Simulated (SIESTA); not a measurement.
## HgTe (Coloradoite) under changes of volume

One of the cells (33.215 Å³/atom); the others are scaled copies at fixed shape and fractional positions:

```
CELL_PARAMETERS angstrom
0.00000 3.21450 3.21450
3.21450 0.00000 3.21450
3.21450 3.21450 0.00000
ATOMIC_POSITIONS crystal
Hg 0.00000 0.00000 0.00000
Te 0.75000 0.75000 0.75000
```

- Program: SIESTA 5.4.2
- Functional: PBE
- Potentials or basis: PseudoDojo 0.4 standard (PBE files, fully relativistic)
- Basis: DZP (energy shift 0.003 Ry; two zetas on semicore shells)
- Grid cutoff: 800 Ry
- Energy shift: 0.003 Ry
- k mesh: 5 × 5 × 5
- Occupations: fermi-dirac, width 0.05 eV
- Spin: non-collinear spin, zero start, spin-orbit coupling
- Starting moments: [[0.0, 0.0, 0.0], [0.0, 0.0, 0.0]] μB

| volume (Å³/atom) | energy over the lowest point (meV/atom) | pressure (GPa) |
| --- | --- | --- |
| 31.223 | 123.77 | 9.1 |
| 31.887 | 89.41 | 7.5 |
| 32.551 | 61.59 | 6.0 |
| 33.215 | 39.09 | 4.9 |
| 33.880 | ? | ? |
| 34.544 | 8.32 | 2.6 |
| 35.208 | 0.00 | 1.7 |

Q: What does the run at 33.880 Å³/atom give?

A: Energy over the lowest point 21.32 meV/atom; pressure 3.7 GPa.

Worked out: A Birch-Murnaghan fit of order 3 (a polynomial in V^(-2/3)) to the other rows has no minimum within the range. It gives 21.38 meV/atom at 33.880 Å³/atom, against the run's 21.32, and -dE/dV = 3.7 GPa, against 3.7.

Energies are extrapolated to zero smearing.

Caveats: short orbitals over semicore shells can move pressures by several GPa; the basis of atomic orbitals isn't converged, which shifts pressures, moduli and gaps.
